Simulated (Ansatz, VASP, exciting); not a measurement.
**In: equilibrium volume by level of theory**

```
CELL_PARAMETERS angstrom
-1.88253 1.88253 1.88253
1.88253 -1.88253 1.88253
1.88253 1.88253 -1.88253
ATOMIC_POSITIONS crystal
In 0.00000 0.00000 0.00000
```

This isn't the form of In at room conditions, which is tetragonal.

```csv
rung,level,program and potentials,cutoff (eV),k mesh,smearing,task,equilibrium volume (Å³/atom),notes
LDA,LDA,"VASP, LDA PAW files In_d, 600 eV",600,10 × 10 × 10,fermi-dirac 0.05,relaxation of cell and atoms,24.92,-
GGA,PBEsol,"Ansatz, all-electron LAPW, scalar-relativistic",-,10 × 10 × 10,fermi-dirac 0.05,equation of state,25.78,-
GGA,PBEsol,"exciting, all-electron LAPW+lo, shipped species files, valence relativity iora*",-,10 × 10 × 10,fermi-dirac 0.05,equation of state,25.75,-
meta-GGA + dispersion,r2SCAN+rVV10,"Ansatz, Ansatz PAW (files of its older set among them)",870,10 × 10 × 10,fermi-dirac 0.15,equation of state,26.00,"potentials made for PBE, which Ansatz adapts in part"
```

All rows: no spin polarisation. Smearing widths are in eV. For a metal such meshes aren't converged. Meshes are those of the run's cell of 1 atom unless a note names another. Relaxations start from the cell shown or near it and stop with a little pressure left. Runs on faulty files, with rough fits or with known faults for this quantity aren't shown. PBE isn't shown for this crystal. No row holds spin-orbit coupling.

By rung: LDA 24.92; GGA 25.75 to 25.78; meta-GGA + dispersion 26.00 (Å³/atom).

The equilibrium volume of body-centred cubic indium grows from 24.92 Å³/atom in LDA to 25.75 to 25.78 with PBEsol and 26.00 with r2SCAN+rVV10. The larger step is the one from LDA to PBEsol, and it follows the familiar overbinding of LDA, which gradient corrections reduce by favouring the less uniform density of a more expanded lattice. Indium responds visibly to such changes because it is a soft metal: its few s and p valence electrons give delocalised bonding and a shallow energy curve, so a modest shift in the exchange-correlation pressure moves the minimum appreciably.

The further step to r2SCAN+rVV10 is small and can't be assigned to the meta-GGA part alone, since the nonlocal correlation term adds attraction and normally contracts a lattice. The spread therefore supports a clearly smaller LDA volume, but not a fine ranking of the other two levels. Nor do equilibrium volumes show whether the cubic lattice would resist a tetragonal distortion.
